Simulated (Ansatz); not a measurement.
Al2Cu: comparing deformations

Method: DFT PBEsol, scalar-relativistic, plane waves, PAW (Ansatz). The runs took a 420 eV cutoff, a Γ-centred 12×12×12 mesh and Gaussian smearing (0.15 eV). No spin polarisation. Energies are free energies at this smearing, counted from the undisturbed cell; pressure is positive in compression.

Reference structure (relaxed at this level; with this scan's settings it stands at 0.1 GPa; it needn't be the usual structure):

```
Al Cu
1.0
    -2.99655    2.99655    2.41392
     2.99655   -2.99655    2.41392
     2.99655    2.99655   -2.41392
Al Cu
4 2
Cartesian
  3.9514 0.9548 0.0000
  2.0417 0.9548 2.4139
  -0.9548 2.0417 2.4139
  0.9548 2.0417 0.0000
  0.0000 0.0000 3.6209
  0.0000 0.0000 1.2070
```

The cell is strained by ε times a Voigt pattern (xx, yy, zz, yz, xz, xy; engineering shear) with fractional coordinates fixed. τ = (1/V0) dE/dε comes from the stress tensor. Of each scan, only the three points used here are listed.

```csv
pattern,ε,τ (GPa)
"(0, 1, 0, 0, 0, 0)",-0.0200,-4.35
"(0, 1, 0, 0, 0, 0)",0.0000,-0.21
"(0, 1, 0, 0, 0, 0)",0.0100,1.69
"(0, 0, 0, 0, 1, 0)",-0.0300,-1.375
"(0, 0, 0, 0, 1, 0)",0.0000,0.000
"(0, 0, 0, 0, 1, 0)",0.0150,0.714
```

Task: Which constants do the scans give, and which deformation costs least for the same size of strain tensor?

Result: The slope dτ/dε at zero (parabola through three points) is pᵀCp: (0, 1, 0, 0, 0, 0) gives C22 = 196 GPa; (0, 0, 0, 0, 1, 0) gives C55 = 47 GPa. The size of the strain tensor, ε:ε, is ε² times 1.0, 0.5. Per unit of it the stiffnesses are 196, 94 GPa, so (0, 0, 0, 0, 1, 0) is the softest of these: at ε:ε = (1 %)² the quadratic term costs 0.42 meV/atom against 0.88 for the stiffest. These are clamped-ion values.

Forces appear on the atoms along this scan, and letting them relax would lower the energy and soften the response. In a metal these slopes depend on the k mesh and the smearing.